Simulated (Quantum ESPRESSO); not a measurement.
The system is BeTe.

```
CELL_PARAMETERS angstrom
0.00000 2.77000 2.77000
2.77000 0.00000 2.77000
2.77000 2.77000 0.00000
ATOMIC_POSITIONS crystal
Te 0.75000 0.75000 0.75000
Be 0.00000 0.00000 0.00000
```

Base run:

| Item | Value |
| --- | --- |
| Program | Quantum ESPRESSO 7.5 |
| Functional | RPBE |
| Potentials or basis | SG15 PBE 1.2 |
| Cutoff | 952 eV |
| Density cutoff | 3810 eV |
| k mesh | 8 × 8 × 8 |
| Occupations | fermi-dirac, width 0.05 eV |
| Spin | no spin polarisation |

Its results: band gap on the k mesh 1.94 eV, indirect (least direct gap 3.63 eV); pressure 6.5 GPa.

**Question.** After a change of settings the same cell gave: band gap on the k mesh 1.77 eV, indirect (least direct gap 3.60 eV); pressure 2.0 GPa. Which change was it?
A. functional from RPBE to BLYP
B. functional from RPBE to PBEsol
C. functional from RPBE to AM05; potentials or basis from SG15 PBE 1.2 to PseudoDojo 0.4.1 SR PBE standard; cutoff from 952 eV to 1197 eV; density cutoff from 3810 eV to 4789 eV
D. functional from RPBE to SCAN; k mesh from 8 × 8 × 8 to 6 × 6 × 6

**Answer.** B.

PBEsol binds more tightly than RPBE, so the same cell stands under less pressure.

Caveats: the potentials were made for another functional, which shifts forces and pressure; spin-orbit coupling is left out, which moves the levels of the heavy elements.

Runs at the PBE level aren't shown here.
